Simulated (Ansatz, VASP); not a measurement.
In: VASP beside Ansatz

File INCAR:

```
PREC = Accurate ; ENCUT = 520
EDIFF = 1E-6 ; ISMEAR = -1
SIGMA = 0.1 ; LREAL = F
LASPH = T ; NELM = 100
ALGO = Normal ; ISIF = 2
LWAVE = F ; LCHARG = F
GGA = B5 ; ALDAX = 1.0
AGGAX = 1.0 ; AGGAC = 1.0
ALDAC = 0.0 ; NBANDS = 12
```

KPOINTS

```
regular mesh
0
Gamma
  18 18 18
```

POSCAR

```
In
1.0
   -2.0667513432      2.0667513432      2.0667513432
    2.0667513432     -2.0667513432      2.0667513432
    2.0667513432      2.0667513432     -2.0667513432
In
1
Direct
    0.0000000000      0.0000000000      0.0000000000
```

Input for Ansatz:

```yaml
crystal:
  lattice:
    - [-2.0667513432, 2.0667513432, 2.0667513432]
    - [2.0667513432, -2.0667513432, 2.0667513432]
    - [2.0667513432, 2.0667513432, -2.0667513432]
  atoms:
    - { symbol: In, position: [0.0, 0.0, 0.0] }
hamiltonian:
  xc: blyp
  pseudopotentials:
    kind: paw
    azcp:
      In: "pseudopotentials/In.paw.azcp"
basis:
  ecutwfc: 420
  fft_grid_basis: typed
kpoints:
  mp_grid: { grid: [18, 18, 18], shift: [0, 0, 0] }
magnetization:
  spin_polarized: false
scf:
  occupations: { method: fermi_dirac, width: 0.1 }
output:
  stress: true
```

Alike in both runs: task single point; functional BLYP; k mesh 18 × 18 × 18; occupations fermi-dirac, width 0.1 eV; no spin polarisation.

|  | VASP | Ansatz |
| --- | --- | --- |
| version | VASP 6.6.1 | Ansatz 0.2.0 |
| potentials or method | VASP PAW PBE potentials, release 64 (In_d) | plane waves (420 eV) with PAW, scalar-relativistic |
| plane-wave cutoff (eV) | 520 | 420 |
| valence electrons in the cell | 13 | 13 |

|  | VASP | Ansatz | Ansatz less VASP |
| --- | --- | --- | --- |
| pressure (GPa) | -1.9 | -1.9 | +0.05 |

The functional is the same, so the differences come from potentials, cutoffs and numerics.

Caveats: the PAW data sets were made with another functional, which shifts forces and pressure a little (VASP).
